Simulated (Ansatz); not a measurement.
SiNi in Ansatz: the effect of fixed moment

Crystal: SiNi.

```
CELL_PARAMETERS angstrom
5.17310 0.00000 0.00000
0.00000 3.33810 0.00000
0.00000 0.00000 5.60490
ATOMIC_POSITIONS crystal
Ni 0.99221 0.75000 0.81248
Ni 0.50779 0.25000 0.31248
Ni 0.49221 0.75000 0.68752
Ni 0.00779 0.25000 0.18752
Si 0.67872 0.25000 0.91750
Si 0.82128 0.75000 0.41750
Si 0.17872 0.25000 0.58250
Si 0.32128 0.75000 0.08250
```

Alike in all runs:

| Quantity | Value |
| --- | --- |
| Program | Ansatz 0.2.0 |
| Task | single point |
| Functional | PBEsol |
| Potentials or basis | Ansatz PAW |
| Cutoff | 420 eV (not typed: the program's choice for these potentials) |
| k mesh | 5 × 7 × 4 |
| Occupations | fermi-dirac, width 0.05 eV |

| fixed moment | spin | starting moments | energy over the lowest run (meV/atom) | pressure (GPa) | largest force (eV/Å) |
| --- | --- | --- | --- | --- | --- |
| 0 | collinear spin, program default start | - | 0.0 | -4.4 | 0.07 |
| 1 | collinear spin, ferromagnetic start | [0.25, 0.25, 0.25, 0.25, 0.0, 0.0, 0.0, 0.0] μB | 30.0 | -3.8 | 0.06 |
| 2 | collinear spin, ferromagnetic start | [0.5, 0.5, 0.5, 0.5, 0.0, 0.0, 0.0, 0.0] μB | 92.0 | -2.4 | 0.17 |
| 3 | collinear spin, ferromagnetic start | [0.75, 0.75, 0.75, 0.75, 0.0, 0.0, 0.0, 0.0] μB | 188.6 | -0.5 | 0.25 |
| 4 | collinear spin, ferromagnetic start | [1.0, 1.0, 1.0, 1.0, 0.0, 0.0, 0.0, 0.0] μB | ? | ? | ? |
| 5 | collinear spin, ferromagnetic start | [1.25, 1.25, 1.25, 1.25, 0.0, 0.0, 0.0, 0.0] μB | 487.5 | 5.5 | 0.30 |
| 6 | collinear spin, ferromagnetic start | [1.5, 1.5, 1.5, 1.5, 0.0, 0.0, 0.0, 0.0] μB | 670.7 | 9.1 | 0.39 |
| 8 | collinear spin, ferromagnetic start | [2.0, 2.0, 2.0, 2.0, 0.0, 0.0, 0.0, 0.0] μB | 1117.7 | 16.8 | 0.52 |

**Question.** What does the run with fixed moment 4 give?

**Answer.** Energy over the lowest run 326.7 meV/atom; pressure 2.3 GPa; largest force 0.27 eV/Å.

Worked out: A parabola through the other rows of the energy over the lowest run, of slope 141 meV/atom per unit of fixed moment there, gives 322.7 meV/atom, against the run's 326.7. A parabola through the other rows of the pressure, of slope 2.72 GPa per unit of fixed moment there, gives 2.3 GPa, against the run's 2.3. A parabola through the other rows of the largest force, of slope 0.0577 eV/Å per unit of fixed moment there, gives 0.27 eV/Å, against the run's 0.27.

Caveats: the total moment is fixed, so each spin has its own Fermi level; the PAW data sets come from PBE, with cores solved anew for the run's functional, which leaves a small shift of forces and pressure; the thresholds are loose for stress.
